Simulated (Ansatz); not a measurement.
The system is TePt.

```
Pt Te
1.0
     1.98157    1.14406    6.66103
    -1.98157    1.14406    6.66103
     0.00000   -2.28812    6.66103
Pt Te
2 2
Cartesian
  0.0000 0.0000 2.5911
  0.0000 0.0000 17.3920
  0.0000 0.0000 8.0332
  0.0000 0.0000 11.9499
```

```yaml
Program: Ansatz 0.2.0
Task: relaxation of cell and atoms
Functional: LDA
Potentials_or_basis: Ansatz PAW
Cutoff: "420 eV (not typed: the program's choice for these potentials)"
k_mesh: 8 × 8 × 8
Occupations: fermi-dirac, width 0.05 eV
Spin: no spin polarisation
```

At the start: volume 22.65 Å³/atom.

Q: Where does the relaxation end?

A: It ends after 6 steps and the volume is 21.94 Å³/atom (-3.2 %); space group R-3m (No. 166, to 0.05 Å).

The path:
| step | energy change (eV) | largest force (eV/Å) | volume (Å³) |
| --- | --- | --- | --- |
| 1 | 0.0000 | 0.2083 | 90.60 |
| 2 | -0.0241 | 0.0367 | 88.38 |
| 3 | -0.0247 | 0.0571 | 87.35 |
| 4 | -0.0254 | 0.0204 | 87.74 |
| 5 | -0.0255 | 0.0042 | 87.74 |
| 6 | -0.0247 | 0.0041 | 87.74 |

Final structure:
```
CELL_PARAMETERS angstrom
1.96750 1.13594 6.54335
-1.96750 1.13594 6.54335
0.00000 -2.27188 6.54335
ATOMIC_POSITIONS crystal
Pt 0.12995 0.12995 0.12995
Pt 0.87005 0.87005 0.87005
Te 0.40068 0.40068 0.40068
Te 0.59932 0.59932 0.59932
```

Caveat: the plane-wave basis is chosen anew once the cell has moved, so the energies of steps on either side of that aren't comparable; the PAW data sets come from PBE, with cores solved anew for the run's functional, which leaves a small shift of forces and pressure.
